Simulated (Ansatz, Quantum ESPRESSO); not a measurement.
# Equation of state of rock salt SiC

How stiff is rock salt SiC under hydrostatic load? Each row relaxes cell and atoms at a set pressure. The symmetry of the cell is held, so distortions that would lower it, which this phase may prefer, aren't tested. The phase is followed to these pressures whether or not it stays the stable one.

Calculated with Ansatz 0.2.0, PBEsol, PAW files of the set soft_1, cutoff 600 eV, Fermi–Dirac smearing 0.05 eV, k-mesh 18×18×18, no spin polarisation, no spin-orbit coupling.

Reference cell, relaxed at zero pressure with PBEsol (Fm-3m): a = 2.8527 Å, b = 2.8527 Å, c = 2.8527 Å, α = 60.00°, β = 60.00°, γ = 60.00°.

```
atom       x       y       z
  Si  0.0000  0.0000  0.0000
   C  0.5000  0.5000  0.5000
```

| V (Å³/atom) | V/V0 | P (GPa) | E − E0 (meV/atom) |
| --- | --- | --- | --- |
| 8.3403 | 1.0162 | −3.999 | 1.7 |
| 7.9148 | 0.9643 | 9.991 | 8.9 |
| 7.7876 | 0.9488 | 14.995 | 18.8 |
| 7.6735 | 0.9349 | 19.996 | 31.2 |
| 7.4653 | 0.9096 | 29.991 | 63.6 |

V0 = 8.2077 Å³ an atom, where the residual pressure P0 is +0.019 GPa. **Question.** Fit the Birch–Murnaghan law and give the pressure and the energy at V = 8.0555 Å³ an atom, a row left out above.

With the Eulerian strain f = ½[(V0/V)^(2/3) − 1] and F = (P − P0)/[3f(1 + 2f)^(5/2)], the third-order law is the line F = B0 + (3/2) B0 (B′ − 4) f.

```
       f  F (GPa)
 0.03262   261.49
 0.02294   259.43
 0.01782   256.59
 0.01226   255.18
−0.00531   258.88
```

A straight line through the 5 rows: the means are 0.01607 for f and 258.31 for F, Σ(Δx)² = 0.0007958 and ΣΔxΔy = 0.05705, so the slope is 0.05705/0.0007958 = 71.693 and the intercept 258.31 − (71.693)(0.01607) = 257.16.

Hence B0 = 257.2 GPa and B′ = 4 + (71.7)/(1.5 × 257.2) = 4.19. For the withheld volume f = 0.00628, F = 257.61 GPa and P = 5.02 GPa. The run itself gives 5.00 GPa, so the estimate misses by 0.02 GPa; the fitted rows themselves lie up to 0.23 GPa off the law.

Integrating the same law gives E − E0 = (9/2) B0 V0 f²[1 + (B′ − 4) f] + P0(V0 − V), with 1 GPa Å³ = 6.2415 meV: 2.4 meV an atom. The run itself gives 2.3 meV, so the estimate misses by 0.1 meV, a rounding's worth.

The same fit over all rows at other levels or in other programs gives B0 = 256 GPa with PBEsol (Quantum ESPRESSO, GBRV).

[Logs are printed without paths, hosts, clocks, repeated set-up lines and the standing remarks that a program may print on its own settings, such as how far it seeks lower states.]
